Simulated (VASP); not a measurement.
**Nb: equation of state with PBEsol**

**Measured values to compare with.**

From “Pressure effects on the electronic structure and superconductivity of (TaNb)0.67(HfZrTi)0.33 high entropy alloy”, 2019, arxiv:1910.08312, for a bulk crystal of Nb: bulk modulus 169 GPa.

Crystal: Nb.

```
CELL_PARAMETERS angstrom
-1.66395 1.66395 1.66395
1.66395 -1.66395 1.66395
1.66395 1.66395 -1.66395
ATOMIC_POSITIONS crystal
Nb 0.00000 0.00000 0.00000
```

```
Program                : VASP 6.6.1
Task                   : equation of state
Functional             : PBEsol
Potentials or basis    : VASP PAW PBE potentials, release 64 (Nb_sv)
Cutoff                 : 520 eV
k mesh                 : 11 × 11 × 11
Occupations            : fermi-dirac, width 0.05 eV
Spin                   : no spin polarisation
Ladder                 : free
Further INCAR settings : ALGO = Normal; EDIFF = 1e-07; NBANDS = 12
```

```yaml
Equilibrium_volume: 17.58 Å³/atom
Bulk_modulus: 182 GPa
Pressure_derivative_of_the_bulk_modulus: 3.4
```

Energy against volume, from the lowest point:
```csv
volume (Å³/atom),energy (meV/atom)
17.322,1.75
17.691,0.00
18.060,6.78
18.428,21.37
18.797,43.08
19.165,71.35
19.534,105.48
```

All runs of the series together: 33 s on 1 thread of Intel(R) Xeon(R) 6975P-C (Granite Rapids) (shared host).

Against the measured bulk modulus of Nb, 169 GPa (quoted in “Pressure effects on the electronic structure and superconductivity of (TaNb)0.67(HfZrTi)0.33 high entropy alloy”, 2019, arxiv:1910.08312), the calculated 182 GPa is off by +7.8 %. The fit is for a static lattice scaled at fixed shape and fixed fractional positions.

Caveat: the PAW data sets were made with another functional, which shifts forces and pressure a little.
